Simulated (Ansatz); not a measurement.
## O in Ansatz: convergence with smearing width

Input of the first run (smearing width 0.3 eV); the others differ in this setting and in those tied to it:

The input input.yaml:

```yaml
crystal:
  lattice:
    - [2.8514028533, -1.66241594, 0.0]
    - [2.8514028533, 1.66241594, 0.0]
    - [-2.3944914034, 0.0, 3.6470501824]
  atoms:
    - { symbol: O, position: [0.975673, 0.967789, 0.841429] }
    - { symbol: O, position: [0.033846, 0.016621, 0.155217] }
kpoints:
  mp_grid: { grid: [6, 6, 4] }
scf:
  occupations: { method: fermi_dirac, width: 0.3 }
hamiltonian:
  xc: pbe
  pseudopotentials: { kind: all_electron, lapw: { basis_error: 0.001 } }
output:
  forces: true
  stress: true
  eigenvalues: true
```

Potentials or basis: all-electron LAPW, scalar-relativistic.

Command:

```sh
$ ansatz run input.yaml --threads 1 --pin off --max-ram 3072MiB --backend cpu --events-out ev --progress --plain --runs-dir out
```

The cell isn't the ideal one: atoms moved at random, drawn with an rms of 0.02 Å.

Hardware: 1 thread of Intel(R) Xeon(R) Processor @ 2.50GHz (Skylake/Cascade Lake) (shared host).

**Question.** The values tried are 0.3 eV, 0.2 eV, 0.15 eV, 0.1 eV, 0.05 eV, 0.025 eV, 0.01 eV, loosest first. From which on does the pressure stay within 0.1 GPa of the tightest run that finished?

**Answer.** From 0.025 eV on.

```tsv
smearing width	energy less the tightest run, at zero smearing (meV/atom)	pressure (GPa)	largest force (eV/Å)	SCF cycles	CPU time (s)	peak memory (GiB)
0.3 eV	-88.16	-1.09	0.691	10	110	0.91
0.2 eV	-38.02	-1.55	0.698	8	56	0.91
0.15 eV	-18.74	-1.91	0.704	8	59	0.91
0.1 eV	-5.83	-2.37	0.712	9	67	0.91
0.05 eV	-0.54	-2.86	0.717	10	66	0.91
0.025 eV	0.11	-3.03	0.720	10	68	0.91
0.01 eV	0.00	-3.10	0.731	9	64	0.91
```

Against the tightest run, the energy stays within 1 meV/atom from 0.05 eV on. Not settled before the last step: the largest force (to 0.005 eV/Å). Narrower smearing needs a denser k mesh, so at a fixed mesh the narrowest width isn't the most accurate. The tightest run that finished is the yardstick and may itself not be fully converged.

Caveat, for the tightest run too: the k mesh is coarse (spacing up to 0.43 Å⁻¹), so the values aren't converged; the k mesh is thin for a metal, which can move the energy by tens of meV per atom; spin is off for a triplet molecule.
